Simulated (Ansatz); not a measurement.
# Ta (Im-3m): equation of state with a fit, by script

Where is the equilibrium volume of Ta (Im-3m), and how stiff is it? Aim: an equation of state with a fit, for Ta (Im-3m), run from a script.

Program: Ansatz 0.2.0, driven from Python. Level of theory: DFT PBE, plane waves, PAW. These are calculated values, not measurements.

### Step 1. Starting point

It takes space group Im-3m (No. 229, cubic). The conventional cell has a = 3.303 Å, b = 3.303 Å, c = 3.303 Å, α = 90.00°, β = 90.00°, γ = 90.00°. Around Ta (site symmetry m-3m) lie 8 Ta at 2.86 Å.

The script holds or builds the structure itself.

### Step 2. The script

Contents of run_eos.py:

```python
"""Equation of state of Ta."""

import warnings

import ansatz
import numpy as np
from pymatgen.analysis.eos import EOS

VECTORS = np.array([
    [-1.65128, 1.65128, 1.65128],
    [1.65128, -1.65128, 1.65128],
    [1.65128, 1.65128, -1.65128],
])
SITES = [
    ("Ta", (0.0, 0.0, 0.0)),
]


def make_crystal(cell):
    crystal = ansatz.Crystal(lattice=ansatz.Lattice.of(cell))
    for symbol, position in SITES:
        crystal = crystal.atom(symbol, position)
    return crystal


def main() -> None:
    warnings.simplefilter("ignore", ansatz.DeckWarning)

    # scale the volume, keep shape and fractions
    volumes, energies, pressures = [], [], []
    for scale in np.linspace(0.88, 1.12, 7):
        cell = VECTORS * scale ** (1 / 3)
        calc = (
            make_crystal(cell).calculation()
            .functional("pbe")
            .occupations("Fermi-Dirac", width=0.15)
            .basis(500)
            .kpoints(10, 10, 10)
            .stress()
        )
        rep = calc.run().report
        volumes.append(abs(np.linalg.det(cell)) / len(SITES))
        energies.append(rep["free_energy_ev"] / len(SITES))
        pressures.append(np.trace(rep["stress_gpa"]) / 3)
        print(f"V = {volumes[-1]:8.4f} A^3/atom  F = {energies[-1]:.5f} eV/atom  P = {pressures[-1]:8.3f} GPa")

    for form in ["pourier_tarantola", "vinet", "birch_murnaghan"]:
        fit = EOS(eos_name=form).fit(volumes, energies)
        print(f"{form:18s} V0 {fit.v0:8.4f} A^3/atom  B0 {fit.b0_GPa:7.1f} GPa  B1 {fit.b1:5.2f}")


if __name__ == "__main__":
    main()
```

### Step 3. What the engine is handed

The package turns the script's settings into the engine's input (first run):

```yaml
crystal:
  lattice:
    - [-1.582395156314127, 1.582395156314127, 1.582395156314127]
    - [1.582395156314127, -1.582395156314127, 1.582395156314127]
    - [1.582395156314127, 1.582395156314127, -1.582395156314127]
  atoms:
    - { symbol: Ta, position: [0.0, 0.0, 0.0] }
basis:
  ecutwfc: 500.0
kpoints:
  mp_grid:
    grid: [10, 10, 10]
hamiltonian:
  xc: pbe
scf:
  occupations:
    method: fermi_dirac
    width: 0.15
output:
  stress: true
```

### Step 4. Launch

Started as:

```bash
> python run_eos.py
```

Output:

```text
V =  15.8491 A^3/atom  F = -9932.02803 eV/atom  P =   38.124 GPa
V =  16.5695 A^3/atom  F = -9932.16853 eV/atom  P =   24.752 GPa
V =  17.2899 A^3/atom  F = -9932.25384 eV/atom  P =   13.525 GPa
V =  18.0104 A^3/atom  F = -9932.29294 eV/atom  P =    4.150 GPa
V =  18.7308 A^3/atom  F = -9932.29354 eV/atom  P =   -3.638 GPa
V =  19.4512 A^3/atom  F = -9932.26224 eV/atom  P =  -10.077 GPa
V =  20.1716 A^3/atom  F = -9932.20463 eV/atom  P =  -15.375 GPa
pourier_tarantola  V0  18.3790 A^3/atom  B0   197.6 GPa  B1  3.71
vinet              V0  18.3795 A^3/atom  B0   197.5 GPa  B1  3.69
birch_murnaghan    V0  18.3801 A^3/atom  B0   197.3 GPa  B1  3.66
```

Wall time 6.8 s (1 thread of Arm Neoverse V1, shared host); peak memory 0.42 GiB.

### Step 5. What changed from run to run

The engine's inputs for some of the other runs:

Run 2, against run 1:

```diff
@@ -3,3 +3,3 @@
-    - [-1.582395156314127, 1.582395156314127, 1.582395156314127]
-    - [1.582395156314127, -1.582395156314127, 1.582395156314127]
-    - [1.582395156314127, 1.582395156314127, -1.582395156314127]
+    - [-1.6060164769586727, 1.6060164769586727, 1.6060164769586727]
+    - [1.6060164769586727, -1.6060164769586727, 1.6060164769586727]
+    - [1.6060164769586727, 1.6060164769586727, -1.6060164769586727]
```

Run 3, against run 1:

```diff
@@ -3,3 +3,3 @@
-    - [-1.582395156314127, 1.582395156314127, 1.582395156314127]
-    - [1.582395156314127, -1.582395156314127, 1.582395156314127]
-    - [1.582395156314127, 1.582395156314127, -1.582395156314127]
+    - [-1.6289626696401676, 1.6289626696401676, 1.6289626696401676]
+    - [1.6289626696401676, -1.6289626696401676, 1.6289626696401676]
+    - [1.6289626696401676, 1.6289626696401676, -1.6289626696401676]
```

Run 7, against run 1:

```diff
@@ -3,3 +3,3 @@
-    - [-1.582395156314127, 1.582395156314127, 1.582395156314127]
-    - [1.582395156314127, -1.582395156314127, 1.582395156314127]
-    - [1.582395156314127, 1.582395156314127, -1.582395156314127]
+    - [-1.7148523321009383, 1.7148523321009383, 1.7148523321009383]
+    - [1.7148523321009383, -1.7148523321009383, 1.7148523321009383]
+    - [1.7148523321009383, 1.7148523321009383, -1.7148523321009383]
```

Lines on the test bed's own set-up are left out of the output.

### Step 6. Run by run

From the records of these 7 runs:

| run | volume (Å³/atom) | energy from run 5 (meV/atom) | pressure (GPa) | SCF cycles | CPU time (s) |
| --- | --- | --- | --- | --- | --- |
| 1 | 15.849 | 265.51 | 38.12 | 6 | 0.76 |
| 2 | 16.570 | 125.01 | 24.75 | 6 | 0.7 |
| 3 | 17.290 | 39.70 | 13.53 | 6 | 0.69 |
| 4 | 18.010 | 0.60 | 4.15 | 6 | 0.71 |
| 5 | 18.731 | 0.00 | -3.64 | 6 | 0.72 |
| 6 | 19.451 | 31.30 | -10.08 | 6 | 0.75 |
| 7 | 20.172 | 88.91 | -15.38 | 6 | 0.74 |

Energies are free energies F = E - TS of the smeared occupations. 

### Step 7. Outcome

| quantity | value |
| --- | --- |
| runs compared | 7 |
| range of energy | 265.51 meV/atom |
| lowest point, volume (Å³/atom) | 18.731 |
| equilibrium volume (fit) | 18.38 Å³/atom |
| bulk modulus (fit) | 197 GPa |

**Reading.** A third-order Birch-Murnaghan fit through the 7 points has its minimum at 18.38 Å³ an atom, 2.1 % above the typed cell, with a bulk modulus of 197 GPa. From that minimum the energy rises by 269.5 meV an atom on the compressed side and 92.9 meV on the expanded side. Notes:
- For a metal this k-point mesh is coarse: on a finer one energies can move by several to tens of meV an atom and pressures by half a GPa or more, differences at one mesh by less.
- A Fermi-Dirac width this large means warm electrons, whose thermal share enters the free energy.
- Pressure is positive in compression.
- Spin-orbit coupling, which matters for elements this heavy, is left out.
